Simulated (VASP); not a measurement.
# ZrS2 in VASP: a series of runs

One slab, ZrS2, is run at these levels: optB86b-vdW, PBE+D3(BJ); tasks: relaxation of the atoms.

Program: VASP 6.6.1. These are calculated values, not measurements. Logs are shortened: lines on timing, memory, paths and dates and some standing lists are left out, and cuts for length are marked.

**1. The undisturbed crystal**

The cell holds a slab with vacuum, 6 atoms: a = 3.630 Å, b = 3.630 Å, c = 23.766 Å, α = 90.00°, β = 90.00°, γ = 120.00°.

**2. Relaxation of the atoms, optB86b-vdW (the (0 0 1) slab of ZrS2, cut from the database cell, not relaxed)**

The input, INCAR:

```
SYSTEM = ZrS2
AGGAC = 0.0
ALGO = Fast
DIPOL = 0.5 0.5 0.500
EDIFF = 1E-6
EDIFFG = -0.005
ENCUT = 520
GGA = MK
IBRION = 2
IDIPOL = 3
ISIF = 2
ISMEAR = 0
LASPH = .True.
LCHARG = .False.
LDIPOL = .True.
LREAL = .False.
LUSE_VDW = .True.
LWAVE = .False.
NELM = 60
NSW = 40
PARAM1 = 0.1234
PARAM2 = 1.0
PREC = Accurate
SIGMA = 0.05
```

The input, KPOINTS:

```
k-points
0
Gamma
  8 8 1
  0 0 0
```

The input, POSCAR:

```
ZrS2
1.0
    3.6299990405      0.0000000000      0.0000000000
   -1.8149995203      3.1436713849      0.0000000000
    0.0000000000      0.0000000000     23.7656400000
S Zr
4 2
Selective dynamics
Direct
    0.6666666667      0.3333333334      0.3155816549  F F F
    0.3333333333      0.6666666666      0.4382646543  F F F
    0.6666666667      0.3333333334      0.5617353457  T T T
    0.3333333333      0.6666666666      0.6844183451  T T T
    0.0000000000      0.0000000000      0.3769231546  F F F
    0.0000000000      0.0000000000      0.6230768454  T T T
```

Potentials or basis: VASP PAW PBE potentials, release 64 (S, Zr_sv).

Command:

```
$ cat potpaw_PBE.64/S/POTCAR potpaw_PBE.64/Zr_sv/POTCAR > POTCAR
$ mpirun -np 1 vasp_std > vasp.out
```

OUTCAR:

```text
SYSTEM = ZrS2
   EDIFF = 1E-6
   EDIFFG = -0.005
   ENCUT = 520
   GGA = MK
   IBRION = 2
   ISIF = 2
   ISMEAR = 0
   LASPH = .True.
   LREAL = .False.
   NELM = 60
   NSW = 40
   PREC = Accurate

 ion  position               nearest neighbor table
   1  0.667  0.333  0.316-   5 2.55   5 2.55   5 2.55
   2  0.333  0.667  0.438-   5 2.55   5 2.55   5 2.55
   3  0.667  0.333  0.562-   6 2.55   6 2.55   6 2.55
   4  0.333  0.667  0.684-   6 2.55   6 2.55   6 2.55
   5  0.000  0.000  0.377-   2 2.55   1 2.55   1 2.55   2 2.55   1 2.55   2 2.55
   6  0.000  0.000  0.623-   4 2.55   3 2.55   3 2.55   4 2.55   3 2.55   4 2.55

  LATTYP: Found a hexagonal cell.
 ALAT       =     3.6299990405
 C/A-ratio  =     6.5470099950

  Lattice vectors:

 A1 = (   3.6299990405,   0.0000000000,   0.0000000000)
 A2 = (  -1.8149995203,   3.1436713849,   0.0000000000)
 A3 = (   0.0000000000,   0.0000000000,  23.7656400000)

Analysis of symmetry for initial positions (statically):
=====================================================================
 Subroutine PRICEL returns:
 Original cell was already a primitive cell.

 Routine SETGRP: Setting up the symmetry group for a
 hexagonal supercell.

 Subroutine GETGRP returns: Found 12 space group operations
 (whereof 12 operations were pure point group operations)
 out of a pool of 24 trial point group operations.

The static configuration has the point symmetry D_3d.

Analysis of symmetry for dynamics (positions and initial velocities):
=====================================================================
 Subroutine PRICEL returns:
 Original cell was already a primitive cell.

 Routine SETGRP: Setting up the symmetry group for a
 hexagonal supercell.

 Subroutine GETGRP returns: Found 12 space group operations
 (whereof 12 operations were pure point group operations)
 out of a pool of 24 trial point group operations.

The dynamic configuration has the point symmetry D_3d.

Analysis of constrained symmetry for selective dynamics:
=====================================================================
 Subroutine PRICEL returns:
 Original cell was already a primitive cell.

 Routine SETGRP: Setting up the symmetry group for a
 hexagonal supercell.

 Subroutine GETGRP returns: Found  6 space group operations
 (whereof  6 operations were pure point group operations)
 out of a pool of 24 trial point group operations.

The constrained configuration has the point symmetry C_3v.

 Subroutine INISYM returns: Found  6 space group operations
 (whereof  6 operations are pure point group operations),
 and found     1 'primitive' translations

----------------------------------------------------------------------------------------

                                     Primitive cell

  volume of cell :     271.2022

  direct lattice vectors                    reciprocal lattice vectors
     3.629999040  0.000000000  0.000000000     0.275482166  0.159049703  0.000000000
    -1.814999520  3.143671385  0.000000000     0.000000000  0.318099406  0.000000000
     0.000000000  0.000000000 23.765640000     0.000000000  0.000000000  0.042077554

  length of vectors
     3.629999040  3.629999041 23.765640000     0.318099406  0.318099406  0.042077554

  position of ions in fractional coordinates (direct lattice)
     0.666666667  0.333333333  0.315581655
     0.333333333  0.666666667  0.438264654
     0.666666667  0.333333333  0.561735346
     0.333333333  0.666666667  0.684418345
     0.000000000  0.000000000  0.376923155
     0.000000000  0.000000000  0.623076845

  ion indices of the primitive-cell ions
   primitive index   ion index
                 1           1
                 2           2
                 3           3
                 4           4
                 5           5
                 6           6

----------------------------------------------------------------------------------------

 KPOINTS: k-points

Automatic generation of k-mesh.
 Grid dimensions read from file:
 generate k-points for:    8    8    1

 Generating k-lattice:

  Cartesian coordinates                     Fractional coordinates (reciprocal lattice)
     0.034435271  0.019881213  0.000000000     0.125000000 -0.000000000  0.000000000
     0.000000000  0.039762426  0.000000000     0.000000000  0.125000000  0.000000000
     0.000000000  0.000000000  0.042077554     0.000000000  0.000000000  1.000000000

  Length of vectors
     0.039762426  0.039762426  0.042077554

  Shift w.r.t. Gamma in fractional coordinates (k-lattice)
     0.000000000  0.000000000  0.000000000

 Subroutine IBZKPT returns following result:
 ===========================================

 Found     10 irreducible k-points:

 Following reciprocal coordinates:
            Coordinates               Weight
  0.000000  0.000000  0.000000      1.000000
  0.125000  0.000000  0.000000      6.000000
  0.250000  0.000000  0.000000      6.000000
  0.375000 -0.000000  0.000000      6.000000
  0.500000  0.000000  0.000000      3.000000
  0.125000  0.125000  0.000000      6.000000
  0.250000  0.125000  0.000000     12.000000
  0.375000  0.125000  0.000000     12.000000
  0.250000  0.250000  0.000000      6.000000
  0.375000  0.250000  0.000000      6.000000
   k-points           NKPTS =     10   k-points in BZ     NKDIM =     10   number of bands    NBANDS=     28
   number of dos      NEDOS =    301   number of ions     NIONS =      6
   total plane-waves  NPLWV = 141120
   dimension x,y,z NGX =    28 NGY =   28 NGZ =  180
   dimension x,y,z NGXF=    56 NGYF=   56 NGZF=  360
   ions per type =               4   2
   NGX,Y,Z   is equivalent  to a cutoff of  12.82, 12.82, 12.59 a.u.
   NGXF,Y,Z  is equivalent  to a cutoff of  25.65, 25.65, 25.18 a.u.
 SYSTEM =  ZrS2
   PREC   = accura    normal or accurate (medium, high low for compatibility)
   ISTART =      0    job   : 0-new  1-cont  2-samecut
   ICHARG =      2    charge: 1-file 2-atom 10-const
   ISPIN  =      1    spin polarized calculation?
   LNONCOLLINEAR =      F non collinear calculations
   LSORBIT =      F    spin-orbit coupling
   LASPH  =      T    aspherical Exc in radial PAW
   ENCUT  =  520.0 eV  38.22 Ry    6.18 a.u.   6.75  6.75 44.19*2*pi/ulx,y,z
   NELM   =     60;   NELMIN=  2; NELMDL= -5     # of ELM steps
   EDIFF  = 0.1E-05   stopping-criterion for ELM
   LREAL  =      F    real-space projection
   EDIFFG = -.5E-02   stopping-criterion for IOM
   NSW    =     40    number of steps for IOM
   IBRION =      2    ionic relax: 0-MD 1-quasi-New 2-CG
   NFREE  =      1    steps in history (QN), initial steepest desc. (CG)
   ISIF   =      2    stress and relaxation
   ISYM   =      2    0-nonsym 1-usesym 2-fastsym
   POTIM  = 0.5000    time-step for ionic-motion
   TEBEG  =    0.0;   TEEND  =   0.0 temperature during run
   PSTRESS=    0.0 pullay stress
   NELECT =      48.0000    total number of electrons
   NUPDOWN=      -1.0000    fix difference up-down
   EMIN   =  10.00;   EMAX   =-10.00  energy-range for DOS
   EFERMI =   0.00;   METHOD = LEGACY
   ISMEAR =     0;   SIGMA  =   0.05  broadening in eV -4-tet -1-fermi 0-gaus
   EFERMI_NEDOS =   21; number of points for ismear=-14 and -15
   IALGO  =     68    algorithm
   IMIX   =      4    mixing-type and parameters
     AMIX     =   0.40;   BMIX     =  1.00
     AMIX_MAG =   1.60;   BMIX_MAG =  1.00
  volume/ion in A,a.u.               =      45.20       305.03
  Fermi-wavevector in a.u.,A,eV,Ry     =   0.919159  1.736959 11.494938  0.844854
  Thomas-Fermi vector in A             =   2.044322
   LORBIT       =      0    0 simple, 1 ext, 2 COOP (PROOUT), +10 PAW based schemes
   GGA     = MK    functional components
   LHFCALC =     F    Hartree Fock is set to
   AEXX    =    0.0000 exact exchange contribution
   IVDW_NL    =     1    kernel type
   BPARAM     = 6.3000
   IVDW    =     0    specifies the selected vdW correction
   LEPSILON=     F    determine dielectric tensor
   LRPA    =     F    only Hartree local field effects (RPA)
 conjugate gradient relaxation of ions
 non-spin polarized calculation
 RMM-DIIS sequential band-by-band and
 Gauss-broadening in eV      SIGMA  =   0.05
  energy-cutoff  :      520.00
  volume of cell :      271.20
 maximum number of plane-waves:      7325
 NGX is ok and might be reduce to    28
   NGX = 13   NGY = 13   NGZ = 89

--------------------------------------- Ionic step        1  -------------------------------------------

 number of electron      48.0000002 magnetization

 Free energy of the ion-electron system (eV)
  ---------------------------------------------------
  ext. energy  EPLUGINS =         0.00000000
  ---------------------------------------------------
  free energy    TOTEN  =       -32.05392292 eV

  energy without entropy =      -32.05392292  energy(sigma->0) =      -32.05392292

------------------------ aborting loop because EDIFF is reached ----------------------------------------

  FORCE on cell =-STRESS in cart. coord.  units (eV):
  Direction    XX          YY          ZZ          XY          YZ          ZX
  --------------------------------------------------------------------------------------
  -------------------------------------------------------------------------------------
  Total        1.3722758      1.3722758      0.7769496     -0.0000000     -0.0000000     -0.0000000
  in kB        8.1069746      8.1069746      4.5899745     -0.0000000     -0.0000000     -0.0000000
  external PRESSURE =       6.9346412 kB  Pullay stress =       0.0000000 kB
[... 151 lines left out ...]
  energy  without entropy=      -32.0558948673  energy(sigma->0) =      -32.05589487

Total vdW correction in eV:      7.3105029

 dipolmoment           0.000000      0.000000      0.000054 electrons x Angstroem

--------------------------------------- Ionic step        5  -------------------------------------------

 number of electron      48.0000002 magnetization

 dipolmoment           0.000000      0.000000     -0.000098 electrons x Angstroem

 Free energy of the ion-electron system (eV)
  ---------------------------------------------------
  ext. energy  EPLUGINS =         0.00000000
  ---------------------------------------------------
  free energy    TOTEN  =       -32.05590622 eV

  energy without entropy =      -32.05590622  energy(sigma->0) =      -32.05590622

 E-fermi :  -0.6471     XC(G=0):  -5.4922

 val. band max:       -0.9619296529   @ k =   0.0000   0.0000   0.0000
 cond. band min:      -0.0010756048   @ k =   0.5000   0.0000   0.0000
 fundamental gap:      0.9608540481
 Fermi energy:        -0.6470560386

 k-point     1 :       0.0000    0.0000    0.0000
  band No.  band energies     occupation
      1     -49.8357      2.00000
      2     -49.8117      2.00000
      3     -27.9212      2.00000
      4     -27.9044      2.00000
      5     -27.7619      2.00000
      6     -27.7619      2.00000
[... 299 lines left out ...]
     27       2.1329      0.00000
     28       2.2313      0.00000

------------------------ aborting loop because EDIFF is reached ----------------------------------------

 vacuum level on the upper side and lower side of the slab       (xc-potential included)        -0.596        -0.569

  FORCE on cell =-STRESS in cart. coord.  units (eV):
  Direction    XX          YY          ZZ          XY          YZ          ZX
  --------------------------------------------------------------------------------------
  -------------------------------------------------------------------------------------
  Total        1.1138620      1.1138620      0.3574613     -0.0000000      0.0000000     -0.0000000
  in kB        6.5803473      6.5803473      2.1117691     -0.0000000      0.0000000     -0.0000000
  external PRESSURE =       5.0908212 kB  Pullay stress =       0.0000000 kB
[... 25 lines left out ...]
  energy  without entropy=      -32.0559062231  energy(sigma->0) =      -32.05590622

Total vdW correction in eV:      7.3106223

 reached required accuracy - stopping structural energy minimisation

 vacuum level on the upper side and lower side of the slab         4.931         4.951
```

Wall time 15 min (1 thread of Intel Xeon 6975P-C (Granite Rapids), shared host); peak memory 1.1 GiB.

Results:

| Property | Result |
| --- | --- |
| Free energy | -32.0559 eV |
| Energy gained by relaxing | 0.3 meV/atom |
| Ionic steps | 5 |
| Band gap on the k mesh | 0.96 eV, indirect (least direct gap 1.62 eV) |

Step by step:
| step | energy change (eV) | largest force (eV/Å) | pressure (GPa) |
| --- | --- | --- | --- |
| 1 | 0.0000 | 0.1638 | 0.69 |
| 2 | -0.0016 | 0.1618 | 0.59 |
| 3 | -0.0020 | 0.1601 | 0.49 |
| 4 | -0.0020 | 0.1604 | 0.51 |
| 5 | -0.0020 | 0.1609 | 0.51 |

Final structure:
```
S Zr
1.0
     3.63000    0.00000    0.00000
    -1.81500    3.14367    0.00000
     0.00000    0.00000   23.76564
S Zr
4 2
Cartesian
  1.8150 1.0479 7.5000
  0.0000 2.0958 10.4156
  1.8150 1.0479 13.3364
  0.0000 2.0958 16.2783
  0.0000 0.0000 8.9578
  -1.8150 3.1437 14.8080
```

Levels at points of the mesh, in eV from the valence-band top:
| k point | band 21 | band 22 | band 23 | band 24 | band 25 | band 26 | band 27 | band 28 |
| --- | --- | --- | --- | --- | --- | --- | --- | --- |
| (0.00, 0.00, 0.00) | -0.08 | -0.08 | 0.00 | 0.00 | 1.62 | 1.62 | 1.64 | 1.64 |
| (0.50, 0.00, 0.00) | -1.53 | -1.04 | -0.97 | -0.88 | 0.96 | 1.07 | 3.42 | 3.43 |

Caveat: the PAW data sets were made with another functional, which shifts forces and pressure a little.

**3. Relaxation of the atoms, PBE+D3(BJ) (the (0 0 1) slab of ZrS2, cut from the database cell, not relaxed)**

The input, INCAR:

```
PREC = Accurate
ENCUT = 520
EDIFF = 1E-6
ISMEAR = 0
SIGMA = 0.05
LREAL = F
LASPH = T
NELM = 100
ALGO = Normal
ISIF = 2
LWAVE = F
LCHARG = F
LDIPOL = T
IDIPOL = 3
DIPOL = 0.5 0.5 0.500
GGA = PE
IVDW = 12
IBRION = 2
NSW = 40
EDIFFG = -0.005
```

The input, KPOINTS:

```
regular mesh
0
Gamma
  8 8 1
```

POSCAR is that of step 2.

Potentials or basis: VASP PAW PBE potentials, release 64 (S, Zr_sv).

Command:

```
$ cat potpaw_PBE.64/S/POTCAR potpaw_PBE.64/Zr_sv/POTCAR > POTCAR
$ mpirun -np 1 vasp_std > vasp.out
```

It took 6.3 min on 1 thread of Intel Xeon 6975P-C (Granite Rapids), shared host; peak memory 0.42 GiB.

It converged, with:

```
Free energy                : -44.6031 eV
Energy gained by relaxing  : 0.6 meV/atom
Ionic steps                : 16
Band gap on the k mesh     : 0.98 eV, indirect (least direct gap 1.64 eV)
Dispersion energy per atom : -0.303 eV
```

Step by step:
```csv
step,energy change (eV),largest force (eV/Å),pressure (GPa)
1,0.0000,0.1204,0.34
2,-0.0009,0.1183,0.26
3,-0.0012,0.1171,0.20
4,-0.0012,0.1175,0.20
5,-0.0012,0.1170,0.20
6,-0.0012,0.1165,0.20
7,-0.0013,0.1164,0.20
8,-0.0014,0.1154,0.20
9,-0.0017,0.1128,0.20
10,-0.0022,0.1086,0.20
11,-0.0031,0.1054,0.21
12,-0.0038,0.1049,0.23
13,0.0011,0.3879,0.35
14,-0.0039,0.1041,0.24
15,-0.0038,0.1047,0.29
16,-0.0039,0.1043,0.25
```

Final structure:
```yaml
crystal:
  lattice:
    - [3.63000, 0.00000, 0.00000]
    - [-1.81500, 3.14367, 0.00000]
    - [0.00000, 0.00000, 23.76564]
  atoms:
    - { symbol: S, position: [0.66667, 0.33333, 0.31558] }
    - { symbol: S, position: [0.33333, 0.66667, 0.43826] }
    - { symbol: S, position: [0.66667, 0.33333, 0.55716] }
    - { symbol: S, position: [0.33333, 0.66667, 0.68051] }
    - { symbol: Zr, position: [0.00000, 0.00000, 0.37692] }
    - { symbol: Zr, position: [0.00000, 0.00000, 0.61877] }
```

Levels at points of the mesh, in eV from the valence-band top:
```
           k point  band 20  band 21  band 22  band 23  band 24  band 25  band 26  band 27  band 28
(0.00, 0.00, 0.00)    -0.36    -0.10    -0.10     0.00     0.00     1.64     1.64     1.67     1.67
(0.50, 0.00, 0.00)    -2.27    -1.56    -1.06    -0.94    -0.88     0.98     1.08     3.46     3.47
```
